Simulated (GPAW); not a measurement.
# CoO (Fm-3m) in GPAW: a series of runs, part 2 of 2

GPAW 26.7.0.

**3. Fermi surface, BLYP+D3(BJ)+ATM, collinear spin, ferromagnetic start**

run.py reads:

```python
import json
import numpy as np
import spglib
from ase import Atoms
from ase.calculators.mixing import SumCalculator
from ase.dft.bandgap import bandgap
from ase.io import read, write
from ase.units import GPa
from dftd3.ase import DFTD3
from gpaw import GPAW, PW, setup_paths

setup_paths.insert(0, '.')

atoms = read('CoO.cif')
cell, positions, numbers = spglib.find_primitive(
    (atoms.cell[:], atoms.get_scaled_positions(), atoms.numbers), symprec=1e-4)
atoms = Atoms(numbers, cell=cell, scaled_positions=positions, pbc=True)
atoms.set_initial_magnetic_moments([2.0, 0.0])

calc = GPAW(mode=PW(680),
            xc='BLYP',
            kpts={'size': (7, 7, 7), 'gamma': True},
            occupations={'name': 'fermi-dirac', 'width': 0.01},
            nbands=17,
            convergence={'density': 1e-05, 'energy': 1e-05},
            eigensolver='davidson',
            maxiter=150,
            txt='gpaw.txt')
atoms.calc = SumCalculator([calc, DFTD3(damping='d3bj', params_tweaks=dict(method='blyp', atm=True))])
energy = atoms.get_potential_energy()
forces = atoms.get_forces()
stress = atoms.get_stress()
calc.write('gs.gpw')
write('result.traj', atoms)
print(f'Energy: {energy:.6f} eV')
print('Forces (eV/A):')
print(forces.round(4))
print('Stress (GPa):', (stress / GPa).round(3))
print('Moments:', calc.get_magnetic_moments().round(3))
print('Fermi level:', round(calc.get_fermi_level(), 4), 'eV')
print(f'Gap: {bandgap(calc)[0]:.4f} eV, direct: {bandgap(calc, direct=True)[0]:.4f} eV')

size = (12, 12, 12)
dense = calc.fixed_density(kpts={'size': size, 'gamma': True}, update_fermi_level=True,
                           convergence={'bands': 'CBM+2.0', 'eigenstates': 1e-7}, txt='dense.txt')
ef = dense.get_fermi_level()
index = np.round(dense.get_bz_k_points() * size).astype(int) % size
recip = 2 * np.pi * atoms.cell.reciprocal()
sheets = []
for s, e_kn in enumerate(dense.eigenvalues()):
    for n in range(e_kn.shape[1] - 2):
        if e_kn[:, n].min() < ef < e_kn[:, n].max():
            e = np.empty(size)
            e[tuple(index.T)] = e_kn[dense.get_bz_to_ibz_map(), n] - ef
            de = np.array([(np.roll(e, -1, c) - np.roll(e, 1, c)) * size[c] / 2 for c in range(3)])
            v = np.linalg.norm(np.einsum('vc,cxyz->vxyz', np.linalg.inv(recip), de), axis=0)
            w = np.exp(-(e / 0.1)**2) / (0.1 * np.pi**0.5)
            sheets.append({'spin': s, 'band': n, 'filled': (e < 0).mean(), 'dos': w.mean(), 'bottom': e.min(), 'top': e.max(),
                           'velocity': (w * v).sum() / w.sum() * 1.519267e5, 'slice': e[:, :, 0].round(3).tolist()})
            print(f'spin {s} band {n}: filled share {sheets[-1]["filled"]:.3f}, from {e.min():.3f} to {e.max():.3f} eV,',
                  f'{w.mean():.3f} states/eV, mean velocity {sheets[-1]["velocity"]:.3e} m/s')
print('Fermi level on the dense mesh:', round(ef, 4), 'eV,', len(sheets), 'sheets')
json.dump({'ef': ef, 'sheets': sheets}, open('fermi.json', 'w'))
```

CoO.cif reads:

```cif
data_CoO
_cell_length_a 4.26300000
_cell_length_b 4.26300000
_cell_length_c 4.26300000
_cell_angle_alpha 90.00000000
_cell_angle_beta 90.00000000
_cell_angle_gamma 90.00000000
_space_group_name_H-M_alt 'Fm-3m'
_space_group_name_Hall '-F 4 2 3'
_space_group_IT_number 225
loop_
_space_group_symop_operation_xyz
'x,y,z'
'-x,-y,-z'
'-y,x,z'
'y,-x,-z'
'-x,-y,z'
'x,y,-z'
'y,-x,z'
'-y,x,-z'
'x,-y,-z'
'-x,y,z'
'-y,-x,-z'
'y,x,z'
'-x,y,-z'
'x,-y,z'
'y,x,-z'
'-y,-x,z'
'z,x,y'
'-z,-x,-y'
'z,-y,x'
'-z,y,-x'
'z,-x,-y'
'-z,x,y'
'z,y,-x'
'-z,-y,x'
'-z,x,-y'
'z,-x,y'
'-z,-y,-x'
'z,y,x'
'-z,-x,y'
'z,x,-y'
'-z,y,x'
'z,-y,-x'
'y,z,x'
'-y,-z,-x'
'x,z,-y'
'-x,-z,y'
'-y,z,-x'
'y,-z,x'
'-x,z,y'
'x,-z,-y'
'-y,-z,x'
'y,z,-x'
'-x,-z,-y'
'x,z,y'
'y,-z,-x'
'-y,z,x'
'x,-z,y'
'-x,z,-y'
'x,y+1/2,z+1/2'
'-x,-y+1/2,-z+1/2'
'-y,x+1/2,z+1/2'
'y,-x+1/2,-z+1/2'
[... 63 lines left out ...]
'-z+1/2,y,-x+1/2'
'z+1/2,-x,-y+1/2'
'-z+1/2,x,y+1/2'
'z+1/2,y,-x+1/2'
'-z+1/2,-y,x+1/2'
'-z+1/2,x,-y+1/2'
'z+1/2,-x,y+1/2'
'-z+1/2,-y,-x+1/2'
'z+1/2,y,x+1/2'
'-z+1/2,-x,y+1/2'
'z+1/2,x,-y+1/2'
'-z+1/2,y,x+1/2'
'z+1/2,-y,-x+1/2'
'y+1/2,z,x+1/2'
'-y+1/2,-z,-x+1/2'
'x+1/2,z,-y+1/2'
'-x+1/2,-z,y+1/2'
'-y+1/2,z,-x+1/2'
'y+1/2,-z,x+1/2'
'-x+1/2,z,y+1/2'
'x+1/2,-z,-y+1/2'
'-y+1/2,-z,x+1/2'
'y+1/2,z,-x+1/2'
'-x+1/2,-z,-y+1/2'
'x+1/2,z,y+1/2'
'y+1/2,-z,-x+1/2'
'-y+1/2,z,x+1/2'
'x+1/2,-z,y+1/2'
'-x+1/2,z,-y+1/2'
'x+1/2,y+1/2,z'
'-x+1/2,-y+1/2,-z'
'-y+1/2,x+1/2,z'
'y+1/2,-x+1/2,-z'
'-x+1/2,-y+1/2,z'
'x+1/2,y+1/2,-z'
'y+1/2,-x+1/2,z'
'-y+1/2,x+1/2,-z'
'x+1/2,-y+1/2,-z'
'-x+1/2,y+1/2,z'
'-y+1/2,-x+1/2,-z'
'y+1/2,x+1/2,z'
'-x+1/2,y+1/2,-z'
'x+1/2,-y+1/2,z'
'y+1/2,x+1/2,-z'
'-y+1/2,-x+1/2,z'
'z+1/2,x+1/2,y'
'-z+1/2,-x+1/2,-y'
'z+1/2,-y+1/2,x'
'-z+1/2,y+1/2,-x'
'z+1/2,-x+1/2,-y'
'-z+1/2,x+1/2,y'
'z+1/2,y+1/2,-x'
'-z+1/2,-y+1/2,x'
'-z+1/2,x+1/2,-y'
'z+1/2,-x+1/2,y'
'-z+1/2,-y+1/2,-x'
'z+1/2,y+1/2,x'
'-z+1/2,-x+1/2,y'
'z+1/2,x+1/2,-y'
'-z+1/2,y+1/2,x'
'z+1/2,-y+1/2,-x'
'y+1/2,z+1/2,x'
'-y+1/2,-z+1/2,-x'
'x+1/2,z+1/2,-y'
'-x+1/2,-z+1/2,y'
'-y+1/2,z+1/2,-x'
'y+1/2,-z+1/2,x'
'-x+1/2,z+1/2,y'
'x+1/2,-z+1/2,-y'
'-y+1/2,-z+1/2,x'
'y+1/2,z+1/2,-x'
'-x+1/2,-z+1/2,-y'
'x+1/2,z+1/2,y'
'y+1/2,-z+1/2,-x'
'-y+1/2,z+1/2,x'
'x+1/2,-z+1/2,y'
'-x+1/2,z+1/2,-y'
loop_
_atom_site_label
_atom_site_type_symbol
_atom_site_symmetry_multiplicity
_atom_site_Wyckoff_symbol
_atom_site_fract_x
_atom_site_fract_y
_atom_site_fract_z
_atom_site_occupancy
Co1 Co 4 a 0.0000000000 0.0000000000 0.0000000000 1
O1 O 4 b 0.5000000000 0.0000000000 0.0000000000 1
```

Potentials or basis: PAW data sets generated in the run's folder for this functional, pw.

Launch:

```
> gpaw-setup -f BLYP Co O
> OMP_NUM_THREADS=1 python run.py
```

gpaw.txt:

```text
__  _  _
 | _ |_)|_||  |
 |__||  | ||/\| - 26.7.0

Input parameters:
  mode=PW(ecut=680.0),
  convergence={'density': 1e-05, 'energy': 1e-05},
  eigensolver=Davidson(niter=2),
  kpts=MonkhorstPack(size=(7, 7, 7), gamma=True),
  maxiter=150,
  nbands=17,
  occupations=Occupations(name='fermi-dirac', width=0.01),
  xc=XC(name='BLYP')

Diagonalizing LCAO Hamiltonian
Converting LCAO to pw mode

              O

       Co

Atoms  # Å, Bohr magnetons
|   | symbol |        x |        y |        z |    initial magnetic moments |
|---|--------|----------|----------|----------|-----------------------------|
| 0 |     Co | 0.000000 | 0.000000 | 0.000000 | ( 0.0000,  0.0000,  2.0000) |
| 1 |      O | 2.131500 | 2.131500 | 2.131500 | ( 0.0000,  0.0000,  0.0000) |

Unit cell  # Å
| periodic |        x |        y |        z |  lengths |    angles |
|----------|----------|----------|----------|----------|-----------|
|      yes | 0.000000 | 2.131500 | 2.131500 | 3.014396 | 60.000000 |
|      yes | 2.131500 | 0.000000 | 2.131500 | 3.014396 | 60.000000 |
|      yes | 2.131500 | 2.131500 | 0.000000 | 3.014396 | 60.000000 |

Number of symmetries: 48
Symmetry operations  # r_c * U_cc + t_c -> r_c
|    | kind |            matrix            |
|----|------|------------------------------|
|  0 |  σ   |  1, 0, 0,  1, 0,-1,  1,-1, 0 |
|  1 |  C2  |  1, 0, 0,  1,-1, 0,  1, 0,-1 |
|  2 |  E   |  1, 0, 0,  0, 1, 0,  0, 0, 1 |
|  3 |  σ   |  1, 0, 0,  0, 0, 1,  0, 1, 0 |
|  4 |  C4  |  1, 0,-1,  1, 0, 0,  1,-1, 0 |
|  5 |  S6  |  1, 0,-1,  1,-1, 0,  1, 0, 0 |
|  6 |  σ   |  1, 0,-1,  0, 1,-1,  0, 0,-1 |
|  7 |  C3  |  1, 0,-1,  0, 0,-1,  0, 1,-1 |
|  8 |  S6  |  1,-1, 0,  1, 0, 0,  1, 0,-1 |
|  9 |  C4  |  1,-1, 0,  1, 0,-1,  1, 0, 0 |
| 10 |  C3  |  1,-1, 0,  0,-1, 1,  0,-1, 0 |
| 11 |  σ   |  1,-1, 0,  0,-1, 0,  0,-1, 1 |
| 12 |  σ   |  0, 1, 0,  1, 0, 0,  0, 0, 1 |
| 13 |  C4  |  0, 1, 0,  0, 1,-1, -1, 1, 0 |
| 14 |  C3  |  0, 1, 0,  0, 0, 1,  1, 0, 0 |
| 15 |  S6  |  0, 1, 0, -1, 1, 0,  0, 1,-1 |
| 16 |  C2  |  0, 1,-1,  1, 0,-1,  0, 0,-1 |
| 17 |  σ   |  0, 1,-1,  0, 1, 0, -1, 1, 0 |
| 18 |  S4  |  0, 1,-1,  0, 0,-1,  1, 0,-1 |
| 19 |  C4  |  0, 1,-1, -1, 1, 0,  0, 1, 0 |
| 20 |  C3  |  0, 0, 1,  1, 0, 0,  0, 1, 0 |
| 21 |  σ   |  0, 0, 1,  0, 1, 0,  1, 0, 0 |
| 22 |  S6  |  0, 0, 1,  0,-1, 1, -1, 0, 1 |
| 23 |  C4  |  0, 0, 1, -1, 0, 1,  0,-1, 1 |
| 24 |  S4  |  0, 0,-1,  1, 0,-1,  0, 1,-1 |
| 25 |  C3  |  0, 0,-1,  0, 1,-1,  1, 0,-1 |
| 26 |  C2  |  0, 0,-1,  0,-1, 0, -1, 0, 0 |
[... 131 lines left out ...]
  Good broyden scale: 1.0
  Trust region scale: 1.0
  Backstep threshold: 4.0
  History deletion threshold: 6.0
  Fourier metric: weight=20.0, sigma=0.015

occupation numbers:
  Fermi-Dirac:
    width: 0.0100  # eV

poisson solver:
  ecut: 5440.0  # eV

xc functional:
  name: BLYP with 2 nearest neighbor stencil

convergence criteria:
- Maximum integral of absolute [dens]ity change: 1e-05 electrons / valence electron
- Maximum [total energy] change in last 3 cyles: 1e-05 eV / valence electron
- Maximum integral of absolute [eigenst]ate change: 4e-08 eV^2 / valence electron
maximum number of iterations: 150

SCF iterations
|iter     | |      energy | eigst |  dens |  magmom |
|---------|-|-------------|-------|-------|---------|
|iter:   1| |  -13.856873 | -0.07 |       |  +2.0016|
|iter:   2| |  -13.649399 | -1.52 | -0.80 |  +2.0348|
|iter:   3| |  -13.262386 | -1.79 | -0.87 |  +2.1588|
|iter:   4| |  -13.335357 | -2.36 | -1.19 |  +2.3447|
|iter:   5| |  -13.378877 | -2.59 | -1.52 |  +2.4975|
|iter:   6| |  -13.382335 | -3.34 | -1.92 |  +2.5678|
|iter:   7| |  -13.382855 | -4.13 | -2.32 |  +2.5924|
|iter:   8| |  -13.382848 | -3.95 | -2.51 |  +2.6429|
|iter:   9| |  -13.383060 | -5.13 | -2.68 |  +2.6240|
|iter:  10| |  -13.383066 | -6.14 | -3.71 |  +2.6242|
|iter:  11| |  -13.383066c| -7.15 | -4.23 |  +2.6246|
|iter:  12| |  -13.383067c| -7.88c| -4.81 |  +2.6248|
|iter:  13| |  -13.383067c| -8.45c| -5.44c|  +2.6248|

Converged in 13 steps
Energy contributions relative to reference atoms: (reference = -39954.878845)

Energy contributions:
  Kinetic:          31.258363
  Coulomb:         -27.192404
  Zero:              0.056686
  External:          0.000000
  Xc:              -17.504898
  Entropy:          -0.001627
  Spinorbit:         0.000000
  ----------------------------
  Free energy:     -13.383880
  Extrapolated:    -13.383067

dipole moment: (-11.350818, -11.350818, -11.350818)  # |e|*Ang

Total magnetic moment: (0.000000, 0.000000, 2.624794)

Local magnetic moments
|        x |        y |        z |
|----------|----------|----------|
| 0.000000 | 0.000000 | 2.305616 |  # Co   0
| 0.000000 | 0.000000 | 0.178902 |  # O    1

Fermi level: 9.065
Eigenvalues  # (at kpt = [0.000, 0.000, 0.000])
| band index |      eig [eV] | occ [0-1] |      eig [eV] | occ [0-1] |
|------------|---------------|-----------|---------------|-----------|
|          0 |       -11.120 |     1.000 |       -10.746 |     1.000 |
|          1 |         5.835 |     1.000 |         6.250 |     1.000 |
|          2 |         5.835 |     1.000 |         6.250 |     1.000 |
|          3 |         5.835 |     1.000 |         6.250 |     1.000 |
|          4 |         6.084 |     1.000 |         7.929 |     1.000 |
|          5 |         6.084 |     1.000 |         7.929 |     1.000 |
[... 9 lines left out ...]
|         15 |        30.349 |     0.000 |        31.167 |     0.000 |
|         16 |        30.349 |     0.000 |        31.167 |     0.000 |

No gap
No difference between direct/indirect transitions

Forces  # eV/Ang
|       x |        y |        z |
|---------|----------|----------|
| 0.00000 | -0.00000 | -0.00000 |  # Co   0
| 0.00000 | -0.00000 |  0.00000 |  # O    1

Stress tensor  # eV/Ang^3
|         x |         y |         z |
|-----------|-----------|-----------|
| -0.014955 | -0.000000 |  0.000000 |
| -0.000000 | -0.014955 |  0.000000 |
|  0.000000 |  0.000000 | -0.014955 |

# Writing to gs.gpw (mode='')
```

Wall time 48 s (1 thread of Arm Neoverse V1, shared host); peak memory 0.22 GiB.

What came out:

- Free energy: -14.4549 eV
- Pressure: -5.9 GPa
- Band gap on the k mesh: none (metal or under the smearing width)
- Net moment: 2.62 μB per cell
- Site moments: Co +2.31; O +0.18 μB
- Dispersion energy per atom: -0.536 eV

Caveat: the k mesh is coarse (spacing up to 0.36 Å⁻¹), so the values aren't converged; the cutoff is short for stress and forces, so pressures can be off by a GPa or more; a cell with one magnetic atom can't hold antiferromagnetic order, which such compounds often take; semilocal functionals often make such compounds metallic where correlation or magnetic order opens a gap, which also shifts bond lengths; pairwise dispersion overbinds metals, which lowers pressure and volume.
